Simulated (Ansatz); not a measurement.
# ZnS: the cost of one run

Program: Ansatz 0.2.0. Level of theory: DFT PBE, scalar-relativistic, plane waves, PAW. These are calculated values, not measurements.

3 further runs of the same task are left out: 3 set aside as unsound or not needed.

**1. The starting structure**

It takes space group P6_3mc (No. 186, hexagonal). Conventional cell: a = 3.846 Å, b = 3.846 Å, c = 6.304 Å, α = 90.00°, β = 90.00°, γ = 120.00°. Zn (site symmetry 3m) has 4 S at 2.36 Å as nearest neighbours. Around S (site symmetry 3m) lie 4 Zn at 2.36 Å.

Coordinates:

```cif
data_structure
_symmetry_space_group_name_H-M 'P6_3mc'
_symmetry_Int_Tables_number 186
_cell_length_a 3.8456
_cell_length_b 3.8456
_cell_length_c 6.3037
_cell_angle_alpha 90.000
_cell_angle_beta 90.000
_cell_angle_gamma 120.000
_cell_volume 80.73
loop_
_atom_site_label
_atom_site_type_symbol
_atom_site_symmetry_multiplicity
_atom_site_Wyckoff_symbol
_atom_site_fract_x
_atom_site_fract_y
_atom_site_fract_z
_atom_site_occupancy
Zn1 Zn 2 b 0.33333 0.66667 0.00520 1
S1 S 2 b 0.33333 0.66667 0.37980 1
```

It is the result of an earlier relaxation at this level (volume 20.18 Å³/atom; gap on the mesh: 2.08 eV).

**2. The scan**

The energy is mapped over a normal mode and a strain (zone-centre modes of the cell shown) (x along [1 0 0], y along [1 2 0], z along [0 0 1] of the conventional cell).

First coordinate, amplitude of mode 4 (70 cm⁻¹), largest displacement in the unstrained cell: 7 values from −0.196 Å. Second coordinate, equal normal strain along x and y: 7 values from −4.00 %.

Nothing else is relaxed (the pattern is fixed in fractional coordinates). Energies count from the relaxed high-symmetry cell. Points are written as (first, second).

The modes come from a phonon run on the reference cell, made beforehand.

The patterns, per unit of each coordinate (Å):

```csv
atom,x1,y1,z1
Zn1,1.000,0.000,0.000
Zn2,-1.000,0.000,0.000
S3,-0.808,0.000,0.000
S4,0.808,0.000,0.000
```

**3. The run at (0.000 Å, −4.00 %)**

Input file input.yaml:

```yaml
crystal:
  lattice:
    - [3.691736386, 0.0, 0.0]
    - [-1.845868193, 3.1971374943, 0.0]
    - [0.0, 0.0, 6.3037246812]
  atoms:
    - { symbol: Zn, position: [0.3333333333, 0.6666666667, 0.0052003729] }
    - { symbol: Zn, position: [0.6666666667, 0.3333333333, 0.5052003729] }
    - { symbol: S, position: [0.3333333333, 0.6666666667, 0.3797996271] }
    - { symbol: S, position: [0.6666666667, 0.3333333333, 0.8797996271] }
basis:
  ecutwfc: 520.0
kpoints:
  mp_grid: { grid: [9, 9, 4] }
hamiltonian:
  xc: pbe
scf:
  occupations: { method: gaussian, width: 0.05 }
output:
  forces: true
  stress: true
  eigenvalues: true
```

On the command line:

```sh
> ansatz run input.yaml --threads 1 --pin off --max-ram 2048MiB --backend cpu --events-out ev --progress --plain --runs-dir out
```

What time and memory should one allow on 1 thread of Arm Neoverse V1, shared host?

About 7 s, with a peak of 0.34 GiB.
